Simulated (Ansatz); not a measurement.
# MgO: the cost of one run

Method: DFT r2SCAN, scalar-relativistic, plane waves, PAW, in Ansatz 0.2.0.

1 further run of the same task is left out (set aside as unsound or not needed).

### 1 The starting structure

Symmetry: F-43m, No. 216, cubic system. Conventional cell: a = 4.612 Å, b = 4.612 Å, c = 4.612 Å, α = 90.00°, β = 90.00°, γ = 90.00°. Mg (site symmetry -43m) has 4 O at 2.00 Å as nearest neighbours. Around O (site symmetry -43m) lie 4 Mg at 2.00 Å.

Structure file:

```cif
data_structure
_symmetry_space_group_name_H-M 'F-43m'
_symmetry_Int_Tables_number 216
_cell_length_a 4.6123
_cell_length_b 4.6123
_cell_length_c 4.6123
_cell_angle_alpha 90.000
_cell_angle_beta 90.000
_cell_angle_gamma 90.000
_cell_volume 98.12
loop_
_atom_site_label
_atom_site_type_symbol
_atom_site_symmetry_multiplicity
_atom_site_Wyckoff_symbol
_atom_site_fract_x
_atom_site_fract_y
_atom_site_fract_z
_atom_site_occupancy
Mg1 Mg 4 b 0.50000 0.00000 0.00000 1
O1 O 4 d 0.25000 0.25000 0.75000 1
```

It is the end of an earlier relaxation with the same method, from a generated guess; it needn't be the stable form of this composition. At a tolerance of 0.02 Å it has space group F-43m (No. 216); it has 12.27 Å³/atom, an uncorrected energy of -2.58 eV/atom over the elements and, on its mesh, gap 3.48 eV.

### 2 Level of theory: r2SCAN

File input.yaml:

```yaml
crystal:
  lattice:
    - [0.0, 2.3061620622, 2.3061620622]
    - [2.3061620622, 0.0, 2.3061620622]
    - [2.3061620622, 2.3061620622, 0.0]
  atoms:
    - { symbol: Mg, position: [0.5, 0.5, 0.5] }
    - { symbol: O, position: [0.25, 0.25, 0.25] }
basis:
  ecutwfc: 500
kpoints:
  mp_grid: { grid: [8, 8, 8] }
  band_path:
    path:
      - [[0.0, 0.0, 0.0], [-0.5, -0.5, 0.0], [-0.375, -0.375, 0.25]]
      - [[-0.375, 0.0, 0.375], [0.0, 0.0, 0.0], [0.0, 0.0, 0.5], [-0.5, -0.25, 0.25], [-0.5, -0.5, 0.0]]
    npoints: 14
hamiltonian:
  xc: r2scan
scf:
  occupations: { method: gaussian, width: 0.02 }
  n_extra_bands: 6
output:
  forces: true
  stress: true
  eigenvalues: true
  populations: true
  dos: { projected: true, de: 0.02, nscf_kmesh: { grid: [12, 12, 12] } }
  bader: true
  write_density: true
  write_potential: true
  elf: true
  volumetric_format: npy
```

Run with:

```console
> ansatz run input.yaml --threads 1 --pin off --max-ram 2560MiB --backend cpu --events-out ev --progress --plain --runs-dir out
```

Q: Estimate wall time and peak memory on 1 thread of Intel Xeon Platinum 8375C at 2.90GHz (Ice Lake), shared host.

About 14 s, with a peak of 0.38 GiB.
